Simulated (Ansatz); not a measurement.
Crystal: PbO.

```
Pb O
1.0
     5.87600    0.00000    0.00000
     0.00000    5.47600    0.00000
     0.00000    0.00000    4.74300
Pb O
4 4
Direct
  0.76900 0.51400 0.25000
  0.23100 0.48600 0.75000
  0.76900 0.98600 0.75000
  0.23100 0.01400 0.25000
  0.13200 0.58200 0.25000
  0.86800 0.41800 0.75000
  0.13200 0.91800 0.75000
  0.86800 0.08200 0.25000
```

- Program: Ansatz 0.2.0
- Task: single point
- Functional: PBE
- Potentials or basis: Ansatz PAW
- Cutoff: 420 eV (not typed: the program's choice for these potentials)
- k mesh: 5 × 5 × 6
- Occupations: fermi-dirac, width 0.05 eV
- Spin: no spin polarisation

On this cell: pressure 2.3 GPa; largest force 0.934 eV/Å; band gap on the k mesh 1.97 eV, indirect (least direct gap 2.15 eV).

The same run follows on a disturbed copy (atoms moved at random, drawn with an rms of 0.05 Å):

```
Pb O
1.0
     5.87600    0.00000    0.00000
     0.00000    5.47600    0.00000
     0.00000    0.00000    4.74300
Pb O
4 4
Direct
  0.77213 0.51030 0.24500
  0.23724 0.48641 0.73958
  0.77844 0.98223 0.75373
  0.23308 0.01103 0.25676
  0.12919 0.58469 0.25384
  0.87060 0.42504 0.74715
  0.13797 0.92163 0.74828
  0.86623 0.07426 0.23699
```

Task: What changes?

Result: The energy moves by +5.9 meV/atom; pressure 2.9 GPa; largest force 1.211 eV/Å; band gap on the k mesh 1.94 eV, indirect (least direct gap 2.10 eV).

Forces on the atoms (eV/Å):
```
Pb  -0.681 -0.872  0.025
Pb   0.060  0.845  0.139
Pb  -0.785  0.845 -0.063
Pb   0.236 -0.779 -0.157
O    1.178  0.270 -0.084
O   -0.556 -0.412 -0.021
O    1.026 -0.331 -0.045
O   -0.478  0.435  0.206
```

Stress tensor (GPa, compression positive):
```
 7.28  0.11 -0.23
 0.11 -1.27 -0.08
-0.23 -0.08  2.59
```

Caveats: odd divisions of the mesh miss points on the zone boundary, where band edges often lie, so the gap on the mesh can be too wide; spin-orbit coupling is left out, which as a rule narrows the gap of such compounds by several tenths of an eV; the cell's inner coordinates are idealised or old, which leaves forces on the atoms.

A k mesh can miss the band edges.
